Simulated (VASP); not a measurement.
Wanted: the native input for a VASP 6.6.1 run.

```yaml
Task: single point
Functional: PBE
Potentials_or_basis: VASP PAW PBE potentials, release 64 (Zr_sv, C)
Cutoff: 520 eV
k_mesh: 16 × 16 × 16
Occupations: gaussian, width 0.1 eV
Spin: no spin polarisation
Dipole_correction: no
Further_INCAR_settings: ALGO = Normal; EDIFF = 1e-06; NBANDS = 15
```

The structure of ZrC lies in POSCAR:

```
ZrC
1.0
    0.0000000000      2.3306141876      2.3306141876
    2.3306141876      0.0000000000      2.3306141876
    2.3306141876      2.3306141876      0.0000000000
Zr C
1 1
Direct
    0.5000000000      0.5000000000      0.5000000000
    0.0000000000      0.0000000000      0.0000000000
```

The input as run:

INCAR

```
SYSTEM = ZrC
PREC = Accurate ; ENCUT = 520
EDIFF = 1E-6 ; ISMEAR = 0
SIGMA = 0.1 ; LREAL = .FALSE.
LASPH = .TRUE. ; NELM = 100
ALGO = Normal ; ISIF = 2
LWAVE = .FALSE. ; LCHARG = .FALSE.
GGA = PE ; NBANDS = 15
```

KPOINTS

```
Automatic mesh
0
G
  16 16 16
  0 0 0
```

Potentials or basis: VASP PAW PBE potentials, release 64 (Zr_sv, C).

Run with:

```sh
$ cat potpaw_PBE.64/Zr_sv/POTCAR potpaw_PBE.64/C/POTCAR > POTCAR
$ mpirun -np 1 vasp_std > vasp.out
```

Results of the run:

| Quantity | Value |
| --- | --- |
| Pressure | 7.4 GPa |
| Band gap on the k mesh | none (metal or under the smearing width) |

Run time: 59 s on 1 thread of Intel(R) Xeon(R) Platinum 8488C (Sapphire Rapids) (shared host), peak memory 0.19 GiB.
